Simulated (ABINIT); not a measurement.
Crystal: ScAl3.

```xyz
4
Lattice="4.0878 0.0000 0.0000 0.0000 4.0878 0.0000 0.0000 0.0000 4.0878" Properties=species:S:1:pos:R:3 pbc="T T T"
Sc    0.0000    0.0000    0.0000
Al    2.0439    2.0439    0.0000
Al    0.0000    2.0439    2.0439
Al    2.0439    0.0000    2.0439
```

The cell is a database's computed one.

Base run:

| Item | Value |
| --- | --- |
| Program | ABINIT 10.8.3 (patched build) |
| Functional | PBEsol |
| Potentials or basis | JTH PAW PBE v2.0 |
| Cutoff | 544 eV |
| k mesh | 9 × 9 × 9 |
| Occupations | fermi-dirac, width 0.05 eV |
| Spin | no spin polarisation |

Its results: band gap on the k mesh none (metal or under the smearing width); pressure -0.9 GPa.

Q: The run is repeated on the same cell with these changes: functional from PBEsol to PBE; k mesh from 9 × 9 × 9 to 4 × 4 × 4. What comes out?

A: Band gap on the k mesh none (metal or under the smearing width); pressure 1.3 GPa.

Several settings changed at once, so the effect can't be laid on one alone.

Caveats: some runs use coarse meshes; the PAW data sets were made with another functional, which shifts forces and pressure a little (some runs).
